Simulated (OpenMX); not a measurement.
Runs of OpenMX 3.8.5 on Au. The structure is hexagonal, space group P6_3/mmc (No. 194). The conventional cell has a = 2.900 Å, b = 2.900 Å, c = 4.880 Å, α = 90.00°, β = 90.00°, γ = 120.00°. Au (site symmetry -6m2) is surrounded by 12 Au at 2.90 to 2.96 Å. This isn't the form of Au at room conditions, which is fcc.

| level | gap on the mesh (eV) | pressure (GPa) | largest force (eV/Å) |
| --- | --- | --- | --- |
| PBE | none | 2.9 | 0.01 |
| PBE+D3(BJ) | none | (a) | 0.01 |
| PBE+D4 | none | -2.6 | 0.01 |
| PBE+D3 | none | -2.9 | 0.01 |

Alike in all rows: task single point; potentials or basis OpenMX 2013 PBE set, Au7.0-s3p2d2f1, grid cutoff 400 Ry; no spin polarisation; cell as given; k mesh 9 × 9 × 5; smearing fermi-dirac 0.05 eV.

Question: Estimate the missing entries.

Answer: (a) -3.1.

Caveats: the basis of atomic orbitals isn't converged, which shifts pressures, moduli and gaps; pairwise dispersion overbinds metals, which lowers pressure and volume (some runs).

A k mesh can miss the band edges, and the runs leave out spin-orbit coupling on Au.

A gap of «none» marks a metal or a gap under the smearing width.
